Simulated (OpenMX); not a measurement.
The system is Pt.

```
Pt
1.0
    -1.58422    1.58422    1.58422
     1.58422   -1.58422    1.58422
     1.58422    1.58422   -1.58422
Pt
1
Direct
  0.00000 0.00000 0.00000
```

This isn't the form of Pt at room conditions, which is fcc.

```yaml
Program: OpenMX 3.8.5
Task: single point
Functional: PBE
Potentials_or_basis: OpenMX 2013 PBE set, Pt7.0-s3p2d2f1, grid cutoff 400 Ry
k_mesh: 13 × 13 × 13
Occupations: fermi-dirac, width 0.05 eV
Spin: no spin polarisation
```

On this cell: pressure 0.3 GPa; band gap on the k mesh none (metal or under the smearing width).

The same run follows on a disturbed copy (cell strained at random at fixed volume):

```
Pt
1.0
    -1.51792    1.61257    1.57266
     1.58438   -1.59122    1.61776
     1.52358    1.59687   -1.55131
Pt
1
Direct
  0.98769 0.99114 0.98751
```

Task: What does the disturbed cell give?

Result: The energy (extrapolated to zero smearing) moves by +13.1 meV/atom; pressure 0.9 GPa; band gap on the k mesh none (metal or under the smearing width).

Caveats: the basis of atomic orbitals isn't converged, which shifts pressures, moduli and gaps.
